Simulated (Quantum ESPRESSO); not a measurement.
# MoS2 (R3m) in Quantum ESPRESSO: a series of runs, part 2 of 2

Quantum ESPRESSO 7.5.

## 3. Wannier functions, LDA

The input, pw.in:

```
&CONTROL
  calculation = 'scf'
  prefix = 'pwscf'
  outdir = './tmp'
  pseudo_dir = './pseudo'
  tprnfor = .true.
  tstress = .true.
  disk_io = 'low'
/
&SYSTEM
  ibrav = 0
  celldm(1) = 8
  nat = 3
  ntyp = 2
  ecutwfc = 45
  ecutrho = 360
  nbnd = 20
  occupations = 'smearing'
  smearing = 'fd'
  degauss = 0.00367493
/
&ELECTRONS
  conv_thr = 6d-10
  electron_maxstep = 120
  mixing_beta = 0.5
/
ATOMIC_SPECIES
Mo    95.9500 mo_lda_v1.uspp.F.UPF
S     32.0600 s_lda_v1.4.uspp.F.UPF
CELL_PARAMETERS alat
  0.3732209096136   0.2154791926280   1.4527269583061
 -0.3732209096136   0.2154791926280   1.4527269583061
  0.0000000000000  -0.4309583852559   1.4527269583061
ATOMIC_POSITIONS crystal
Mo     0.0000000000    0.0000000000    0.0000000000
S      0.4170000000    0.4170000000    0.4170000000
S      0.2500000000    0.2500000000    0.2500000000
K_POINTS automatic
8 8 8 0 0 0
```

nscf.in is that of step 2.

The input, pw2wan.in:

```
&INPUTPP
  prefix = 'pwscf'
  outdir = './tmp'
  seedname = 'w'
  write_mmn = .true.
  write_amn = .true.
/
```

bands.in is that of step 2.

Changes to w.win since step 2:

```diff
@@ -3,3 +3,3 @@
 guiding_centres = true
-dis_froz_max = 12.91
+dis_froz_max = 13.91
 dis_num_iter = 600
@@ -7,3 +7,3 @@
 dis_conv_tol = 1.0d-9
-num_iter = 1200
+num_iter = 0
 search_shells = 100
```

Potentials or basis: GBRV 1.5 LDA.

Command:

```sh
$ OMP_NUM_THREADS=1 pw.x -in pw.in > pw.out
$ OMP_NUM_THREADS=1 pw.x -in nscf.in > nscf.out
$ wannier90.x -pp w
$ OMP_NUM_THREADS=1 pw2wannier90.x -in pw2wan.in > pw2wan.out
$ wannier90.x w
$ OMP_NUM_THREADS=1 pw.x -in bands.in > bands.out
```

pw.out:

```text
This program is part of the open-source Quantum ESPRESSO suite
     for quantum simulation of materials; please cite
[... 9 lines left out ...]
     --------------------
     sticks:   dense  smooth     PW     G-vecs:    dense   smooth      PW
     Sum        2013    1003    339                41357    14647    2885

     Using Slab Decomposition

     bravais-lattice index     =            0
     lattice parameter (alat)  =       8.0000  a.u.
     unit-cell volume          =     358.9025 (a.u.)^3
     number of atoms/cell      =            3
     number of atomic types    =            2
     number of electrons       =        26.00
     number of Kohn-Sham states=           20
     kinetic-energy cutoff     =      45.0000  Ry
     charge density cutoff     =     360.0000  Ry
     scf convergence threshold =      6.0E-10
     mixing beta               =       0.5000
     number of iterations used =            8  plain     mixing
     Exchange-correlation=  SLA  PZ   NOGX NOGC
                           (   1   1   0   0   0   0   0)

     celldm(1)=   8.000000  celldm(2)=   0.000000  celldm(3)=   0.000000
     celldm(4)=   0.000000  celldm(5)=   0.000000  celldm(6)=   0.000000

     crystal axes: (cart. coord. in units of alat)
               a(1) = (   0.373221   0.215479   1.452727 )
               a(2) = (  -0.373221   0.215479   1.452727 )
               a(3) = (   0.000000  -0.430958   1.452727 )

     reciprocal axes: (cart. coord. in units 2 pi/alat)
               b(1) = (  1.339689  0.773470  0.229454 )
               b(2) = ( -1.339689  0.773470  0.229454 )
               b(3) = (  0.000000 -1.546940  0.229454 )

     PseudoPot. # 1 for Mo read from file:
     mo_lda_v1.uspp.F.UPF
     Pseudo is Ultrasoft + core correction, Zval = 14.0
     Generated by new atomic code, or converted to UPF format
     Using radial grid of  889 points,  6 beta functions with:
                l(1) =   0
                l(2) =   0
                l(3) =   1
                l(4) =   1
                l(5) =   2
                l(6) =   2
     Q(r) pseudized with  6 coefficients,  rinner =    1.000   1.000   1.000
                                                       1.000   1.000

     PseudoPot. # 2 for S  read from file:
     s_lda_v1.4.uspp.F.UPF
     Pseudo is Ultrasoft + core correction, Zval =  6.0
     Generated by new atomic code, or converted to UPF format
     Using radial grid of  907 points,  6 beta functions with:
                l(1) =   0
                l(2) =   0
[... 22 lines left out ...]
        k(    1) = (   0.0000000   0.0000000   0.0000000), wk =   0.0039062
        k(    2) = (   0.0000000  -0.1933675   0.0286817), wk =   0.0234375
        k(    3) = (   0.0000000  -0.3867349   0.0573634), wk =   0.0234375
        k(    4) = (   0.0000000  -0.5801024   0.0860451), wk =   0.0234375
        k(    5) = (   0.0000000   0.7734699  -0.1147268), wk =   0.0117188
        k(    6) = (  -0.1674611  -0.0966837   0.0573634), wk =   0.0234375
[... 57 lines left out ...]
        k(   64) = (   1.1722280   0.4834187  -0.1147268), wk =   0.0234375
        k(   65) = (   0.0000000   0.0000000  -0.3441803), wk =   0.0039062

     Dense  grid:    41357 G-vectors     FFT dimensions: (  75,  75,  75)

     Smooth grid:    14647 G-vectors     FFT dimensions: (  54,  54,  54)

     Initial potential from superposition of free atoms

     starting charge      25.9991, renormalised to      26.0000

     negative rho (up, down):  5.161E-06 0.000E+00
     Starting wfcs are   21 randomized atomic wfcs

     Self-consistent Calculation

     iteration #  1     ecut=    45.00 Ry     beta= 0.50
     Davidson diagonalization with overlap
     ethr =  1.00E-02,  avg # of iterations =  5.6

     Threshold (ethr) on eigenvalues was too large:
     Diagonalizing with lowered threshold

     Davidson diagonalization with overlap
     ethr =  3.68E-04,  avg # of iterations =  4.5

     negative rho (up, down):  6.628E-06 0.000E+00
[... 76 lines left out ...]
     iteration # 10     ecut=    45.00 Ry     beta= 0.50
     Davidson diagonalization with overlap
     ethr =  4.13E-11,  avg # of iterations =  2.1

     negative rho (up, down):  1.115E-05 0.000E+00

     End of self-consistent calculation

          k = 0.0000 0.0000 0.0000 (  1813 PWs)   bands (ev):

   -50.5047 -24.7301 -24.4894 -24.4894  -4.1465  -2.3968   3.8859   7.4513
     7.4513   8.5934   8.5934   9.6817   9.7355  12.9479  12.9479  13.3863
    13.3863  16.2906  18.8885  19.2027
[... 243 lines left out ...]
   -50.4581 -24.8304 -24.7098 -24.6373  -1.8108  -1.7431   4.6748   5.1129
     6.2609   6.7421   7.0661   8.1864  10.0204  12.0464  13.2902  13.8033
    14.9859  17.3046  18.0518  19.7358

          k = 0.8373-0.0967-0.1147 (  1816 PWs)   bands (ev):

   -50.4581 -24.8304 -24.7098 -24.6373  -1.8444  -1.7054   4.6889   5.0161
     5.9985   7.0279   7.2755   8.1852   9.9732  12.0256  13.1949  13.6240
    15.0885  16.7893  19.0208  19.7020

          k = 0.6698 0.3867-0.1434 (  1832 PWs)   bands (ev):
[... 127 lines left out ...]
   -50.5048 -24.7303 -24.4894 -24.4894  -3.8950  -2.8280   4.8999   7.3762
     7.4373   7.4373   8.6205   8.6205  10.9533  13.0450  13.0450  13.2508
    13.2508  16.3929  19.3738  20.7500

     the Fermi energy is    11.3617 ev

!    total energy              =    -187.89631169 Ry
     estimated scf accuracy    <          9.4E-11 Ry
     smearing contrib. (-TS)   =      -0.00000014 Ry
     internal energy E=F+TS    =    -187.89631155 Ry

     The total energy is F=E-TS. E is the sum of the following terms:
     one-electron contribution =     -87.76292680 Ry
     hartree contribution      =      54.96659841 Ry
     xc contribution           =     -36.14958617 Ry
     ewald contribution        =    -118.95039699 Ry

     convergence has been achieved in  10 iterations

     negative rho (up, down):  1.115E-05 0.000E+00

     Forces acting on atoms (cartesian axes, Ry/au):

     atom    1 type  1   force =     0.00000000    0.00000000    0.00325507
     atom    2 type  2   force =    -0.00000000    0.00000000    0.00013735
     atom    3 type  2   force =     0.00000000    0.00000000   -0.00339242

     Total force =     0.004703     Total SCF correction =     0.000021

     Computing stress (Cartesian axis) and pressure

     negative rho (up, down):  1.115E-05 0.000E+00
          total   stress  (Ry/bohr**3)                   (kbar)     P=      -25.95
  -0.00023411   0.00000000  -0.00000000          -34.44        0.00       -0.00
   0.00000000  -0.00023411   0.00000000            0.00      -34.44        0.00
   0.00000000   0.00000000  -0.00006101            0.00        0.00       -8.98

=------------------------------------------------------------------------------=
   JOB DONE.
=------------------------------------------------------------------------------=
```

It took 23 min on 1 thread of Arm Neoverse V2, shared host; peak memory 0.24 GiB.

What came out:

| Item | Value |
| --- | --- |
| Free energy | -2556.4596 eV |
| Pressure | -2.6 GPa |
| Largest force | 0.087 eV/Å |
| Band gap on the k mesh | 0.96 eV, indirect (least direct gap 2.02 eV) |
| Band gap along the path | 0.85 eV, indirect (least direct gap 1.72 eV) |
| Total Wannier spread | 35.80 Å² over 17 functions |
| RMS miss of the Wannier bands | 0.007 eV |

Forces in eV/Å, atoms in the order of the input:
```
Mo   0.000  0.000  0.084
S    0.000  0.000  0.004
S    0.000  0.000 -0.087
```

Stress tensor (GPa, compression positive):
```
-3.44  0.00  0.00
 0.00 -3.44  0.00
 0.00  0.00 -0.90
```

Levels at the corners of the path, in eV from the valence-band top:
| point | band 10 | band 11 | band 12 | band 13 | band 14 | band 15 | band 16 | band 17 |
| --- | --- | --- | --- | --- | --- | --- | --- | --- |
| Γ | -2.36 | -2.36 | -1.27 | -1.22 | 1.99 | 1.99 | 2.43 | 2.43 |
| L | -4.09 | -2.35 | -1.67 | -1.53 | 1.54 | 1.96 | 3.39 | 3.47 |
| B1 | -4.40 | -3.81 | -2.82 | -0.84 | 0.93 | 2.22 | 2.98 | 4.18 |
| B | -4.40 | -3.81 | -2.82 | -0.84 | 0.93 | 2.22 | 2.98 | 4.18 |
| Z | -3.52 | -2.33 | -2.33 | 0.00 | 2.09 | 2.09 | 2.30 | 2.30 |
| Γ | -2.36 | -2.36 | -1.27 | -1.22 | 1.99 | 1.99 | 2.43 | 2.43 |
| X | -4.41 | -3.73 | -2.87 | -0.82 | 0.90 | 2.23 | 2.96 | 4.20 |
| Q | -4.41 | -3.73 | -2.87 | -0.82 | 0.90 | 2.23 | 2.96 | 4.20 |
| F | -4.01 | -2.93 | -1.85 | -1.35 | 1.50 | 2.09 | 2.91 | 3.90 |
| P1 | -4.03 | -2.81 | -1.81 | -1.37 | 1.50 | 2.12 | 2.98 | 3.79 |
| Z | -3.52 | -2.33 | -2.33 | 0.00 | 2.09 | 2.09 | 2.30 | 2.30 |
| L | -4.09 | -2.35 | -1.67 | -1.53 | 1.54 | 1.96 | 3.39 | 3.47 |
| P | -4.03 | -2.81 | -1.81 | -1.37 | 1.50 | 2.12 | 2.98 | 3.79 |

Wannier functions:
| function | nearest atom | distance (Å) | spread (Å²) | on-site energy from the reference level (eV) |
| --- | --- | --- | --- | --- |
| 1 | 1 Mo | 0.13 | 3.86 | 4.84 |
| 2 | 1 Mo | 0.35 | 5.08 | 8.76 |
| 3 | 1 Mo | 0.71 | 5.03 | 9.08 |
| 4 | 1 Mo | 0.72 | 5.02 | 9.08 |
| 5 | 1 Mo | 0.04 | 1.23 | -0.79 |
| 6 | 1 Mo | 0.08 | 1.40 | -0.80 |
| 7 | 1 Mo | 0.08 | 1.40 | -0.80 |
| 8 | 1 Mo | 0.03 | 1.37 | -1.08 |
| 9 | 1 Mo | 0.03 | 1.37 | -1.08 |
| 10 | 2 S | 0.01 | 0.93 | -11.98 |
| 11 | 2 S | 0.09 | 1.34 | -2.19 |
| 12 | 2 S | 0.12 | 1.29 | -2.19 |
| 13 | 2 S | 0.12 | 1.29 | -2.19 |
| 14 | 3 S | 0.02 | 0.97 | -11.95 |
| 15 | 3 S | 0.12 | 1.36 | -2.18 |
| 16 | 3 S | 0.11 | 1.44 | -2.33 |
| 17 | 3 S | 0.11 | 1.44 | -2.33 |

Parts of the spread (Å²): invariant 18.96, diagonal 0.842, off-diagonal 15.99, total 35.80. Against the direct bands the interpolation misses by 7 meV (root mean square) and 46 meV at most, for states up to 1 eV over the reference level.

Caveat: the mesh misses the band edges, which the band path finds closer together. A hybrid or GW would open this gap; LDA tends to underestimate it.
